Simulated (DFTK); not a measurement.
**In under changes of volume**

One of the cells (26.144 Å³/atom); the others are scaled copies at fixed shape and fractional positions:

```
CELL_PARAMETERS angstrom
-1.62547 1.62547 2.47370
1.62547 -1.62547 2.47370
1.62547 1.62547 -2.47370
ATOMIC_POSITIONS crystal
In 0.00000 0.00000 0.00000
```

| Quantity | Value |
| --- | --- |
| Program | DFTK 0.8.2 |
| Functional | PBE |
| Potentials or basis | in-house norm-conserving set (PBE, scalar relativistic) |
| Cutoff | 952 eV |
| k mesh | 6 × 6 × 6 |
| Occupations | fermi-dirac, width 0.05 eV |
| Spin | no spin polarisation |

| volume (Å³/atom) | energy over the lowest point (meV/atom) | pressure (GPa) |
| --- | --- | --- |
| 24.575 | 34.21 | 4.6 |
| 25.098 | 21.32 | 3.4 |
| 25.621 | 11.77 | 2.4 |
| 26.144 | 5.20 | 1.5 |
| 26.666 | ? | ? |
| 27.189 | 0.00 | 0.0 |
| 27.712 | 0.94 | -0.7 |

Q: What does the run at 26.666 Å³/atom give?

A: Energy over the lowest point 1.35 meV/atom; pressure 0.7 GPa.

Worked out: A Birch-Murnaghan fit of order 3 (a polynomial in V^(-2/3)) to the other rows has its minimum at 27.23 Å³/atom with B0 = V·E''(V) = 36 GPa and B' = 3.8 at fixed shape and positions, which overstates the stiffness. It gives 1.36 meV/atom at 26.666 Å³/atom, against the run's 1.35, and -dE/dV = 0.8 GPa, against 0.7.

Energies are extrapolated to zero smearing.

Caveats: all runs use coarse meshes.
